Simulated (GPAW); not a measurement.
ZnCu2SnS4:

```
Sn Zn Cu S
1.0
    -2.71710    2.71710    5.42480
     2.71710   -2.71710    5.42480
     2.71710    2.71710   -5.42480
Sn Zn Cu S
1 1 2 4
Cartesian
  0.0000 0.0000 5.4248
  2.7171 0.0000 2.7124
  0.0000 2.7171 2.7124
  0.0000 0.0000 0.0000
  1.3944 1.3922 4.0338
  -1.3922 1.3944 6.8158
  1.3227 1.3249 -1.3910
  4.1093 1.3227 1.3910
```

Base run:

| Property | Result |
| --- | --- |
| Program | GPAW 26.7.0 |
| Functional | RPBE |
| Potentials or basis | the program's PAW data sets (release 1.2.1) made for this functional |
| Cutoff | 450 eV |
| Basis | pw |
| k mesh | 5 × 5 × 5 |
| Occupations | fermi-dirac, width 0.001 eV |
| Spin | no spin polarisation |

Its results: band gap on the k mesh 0.37 eV, direct; electronic dielectric tensor (diagonal) 19.10, 19.10, 26.66.

Question: The run is repeated on the same cell with these changes: functional from RPBE to LDA. What comes out?

Answer: Band gap on the k mesh 0.19 eV, direct; electronic dielectric tensor (diagonal) 67.74, 67.74, 162.10.

Caveats: the gap is small at this level, which inflates the dielectric constant; the long-wavelength limit can be off by several per cent where d states take part; spin-orbit coupling is left out, which moves the levels of the heavy elements.

A k mesh can miss the band edges.
